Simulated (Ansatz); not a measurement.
**ZnSe: vibrational free energy, entropy and heat capacity**

All numbers below come from DFT PBE, scalar-relativistic, plane waves, PAW in Ansatz 0.2.0. Settings: 420 eV plane-wave cutoff, Γ-centred 8×8×8 mesh, fixed occupations. No spin polarisation. Phonons by linear response, acoustic sum rule imposed.

Relaxed structure:
```xyz
2
Lattice="0.0000 2.8664 2.8664 2.8664 0.0000 2.8664 2.8664 2.8664 0.0000" Properties=species:S:1:pos:R:3 pbc="T T T"
Zn    0.0000    0.0000    0.0000
Se    4.2995    4.2995    4.2995
```

The cell has the zinc blende type, in a space group that the Crystallography Open Database lists for this formula; it was reached from a generator's guess.

Force constants from linear response on a 4×4×4 q mesh, interpolated to a fine mesh.

(1) Give the zero-point energy per atom.

(2) How large are the vibrational entropy and heat capacity at 300 K?

(3) Tabulate them against temperature.

## Answers

(1) 27.1 meV.

(2) S = 4.50 k_B and C_V = 2.86 k_B per atom, 95 % of the Dulong–Petit value.

(3)
| T (K) | F_vib (meV/atom) | S (k_B/atom) | C_V (k_B/atom) |
| --- | --- | --- | --- |
| 100 | 21.4 | 1.68 | 2.07 |
| 200 | -0.9 | 3.37 | 2.70 |
| 300 | -35.1 | 4.50 | 2.86 |
| 400 | -77.7 | 5.33 | 2.92 |
| 500 | -126.5 | 5.99 | 2.95 |
| 600 | -180.5 | 6.53 | 2.96 |
| 700 | -238.8 | 6.99 | 2.97 |
| 800 | -300.7 | 7.38 | 2.98 |
| 900 | -365.9 | 7.73 | 2.98 |
| 1000 | -433.9 | 8.05 | 2.99 |
